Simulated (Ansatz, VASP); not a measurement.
## Two plane-wave programs on Ge

INCAR

```
SYSTEM = Ge
ALGO     = Normal         ! electronic algorithm
EDIFF    = 1E-7           ! SCF threshold, eV
ENCUT    = 520            ! plane-wave cutoff, eV
GGA      = PS             ! functional
ISIF     = 2              ! what is computed and relaxed
ISMEAR   = -1             ! smearing method
LASPH    = .TRUE.         ! aspherical terms in the spheres
LCHARG   = .FALSE.        ! write CHGCAR
LREAL    = .FALSE.        ! projectors in reciprocal space
LWAVE    = .FALSE.        ! write WAVECAR
NBANDS   = 36             ! bands
NELM     = 60             ! most SCF steps
PREC     = Accurate       ! precision mode
SIGMA    = 0.05           ! smearing width, eV
```

KPOINTS

```
k-points
0
G
  8 8 4
  0 0 0
```

The input POSCAR:

```
Ge
1.0
    4.0759897844      0.0000000000      0.0000000000
   -2.0379948922      3.5299106989      0.0000000000
    0.0000000000      0.0000000000      6.7288103778
Ge
4
Direct
    0.3333333333      0.6666666667      0.9370987500
    0.6666666667      0.3333333333      0.4370987500
    0.3333333333      0.6666666667      0.5629012500
    0.6666666667      0.3333333333      0.0629012500
```

input.yaml

```yaml
crystal:
  lattice:
    - [4.0759897844, 0.0, 0.0]
    - [-2.0379948922, 3.5299106989, 0.0]
    - [0.0, 0.0, 6.7288103778]
  atoms:
    - { symbol: Ge, position: [0.3333333333, 0.6666666667, 0.93709875] }
    - { symbol: Ge, position: [0.6666666667, 0.3333333333, 0.43709875] }
    - { symbol: Ge, position: [0.3333333333, 0.6666666667, 0.56290125] }
    - { symbol: Ge, position: [0.6666666667, 0.3333333333, 0.06290125] }
hamiltonian:
  xc: pbesol
  pseudopotentials: { kind: paw }
kpoints:
  mp_grid: { grid: [8, 8, 4] }
scf:
  occupations: { method: fermi_dirac, width: 0.05 }
output:
  forces: true
  stress: true
  eigenvalues: true
```

Change from the starting cell: volume scaled by 1.06.

Alike in both runs: task single point; functional PBEsol; k mesh 8 × 8 × 4; occupations fermi-dirac, width 0.05 eV; no spin polarisation.

```csv
,VASP,Ansatz
version,VASP 6.6.1,Ansatz 0.2.0
potentials or method,"VASP PAW PBE potentials, release 64 (Ge_d)",Ansatz PAW
plane-wave cutoff (eV),520,420
valence electrons in the cell,56,56
```

Ansatz gave:

| Item | Value |
| --- | --- |
| gap on the k mesh at the Fermi level (eV) | none |
| pressure (GPa) | -3.4 |
| largest component of the traceless stress (GPa) | 0.25 |
| rms of the force components (eV/Å) | 0.011 |

Task: What did VASP give for the same quantities?

Result: gap on the k mesh at the Fermi level (eV): 0.06; pressure (GPa): -3.5; largest component of the traceless stress (GPa): 0.25; rms of the force components (eV/Å): 0.011.

Atom by atom the forces differ by 0.000 eV/Å (rms over components). A gap of «none» marks a metal or a gap that the smearing closes. The functional is the same, so the differences come from potentials, cutoffs and numerics.

Caveats: the PAW data sets were made with another functional, which shifts forces and pressure a little (VASP); the PAW data sets come from PBE, with cores solved anew for the run's functional, which leaves a small shift of forces and pressure (Ansatz). A k mesh can miss the band edges.
